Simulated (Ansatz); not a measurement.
## ⁶⁷Zn NMR of the central transition in ZnS under strain

Cell: a COD entry, relaxed with PBE at fixed cell and then changed (z stretched by 2 %, ions relaxed).

```
CELL_PARAMETERS angstrom
0.00000 2.70725 2.76139
2.70725 0.00000 2.76139
2.70725 2.70725 0.00000
ATOMIC_POSITIONS crystal
Zn 0.00000 0.00000 0.00000
S 0.25000 0.25000 0.25000
```

Sites (sets of like atoms) are named by element and the number of their first atom in this list.

All values are calculated (Ansatz; DFT, PBE, plane waves and PAW, scalar-relativistic, 420 eV cutoff, Γ-centred 14×14×14 k-points, Fermi–Dirac smearing 0.02 eV), not measured.

⁶⁷Zn has I = 5/2 and Q = 122.0 mb (Pyykkö 2018); at 21.1 T its Larmor frequency is ν₀ = 56.3 MHz. Only the quadrupole interaction is simulated: positions count from each site's isotropic chemical shift, and J coupling is left out, as are shift anisotropy and dipolar coupling, which fast spinning averages.

Question: Give C_Q, η, the quadrupolar product P_Q = |C_Q|(1 + η²/3)^½, the second-order isotropic shift and the breadth of the pattern (fast magic-angle spinning) for each Zn site.

Answer: 

```tsv
site	first shell	C_Q (MHz)	η	P_Q (MHz)	δ_QIS (ppm)	breadth (kHz)
Zn	4 S at 2.36 Å	-1.06	0.00	1.06	-2.12	0.255
```

δ_QIS = −(ν_Q²/30ν₀²)[I(I+1) − 3/4](1 + η²/3) × 10⁶ ppm with ν_Q = 3|C_Q|/[2I(2I−1)]; it falls as 1/B₀² in ppm, and the breadth as 1/B₀ in kHz.

An axis of threefold or higher order runs through Zn, so V_zz lies along it and η is zero.

The relaxation (1 step) took 9.7 s of wall time (9.7 s of CPU time) and 0.53 GiB at its peak, on 1 thread of Intel Xeon 6975P-C (Granite Rapids) (x86_64; 16 cores open to the job, memory cap 3.0 GiB, no GPU), a shared host with a load of 0.6 a core.
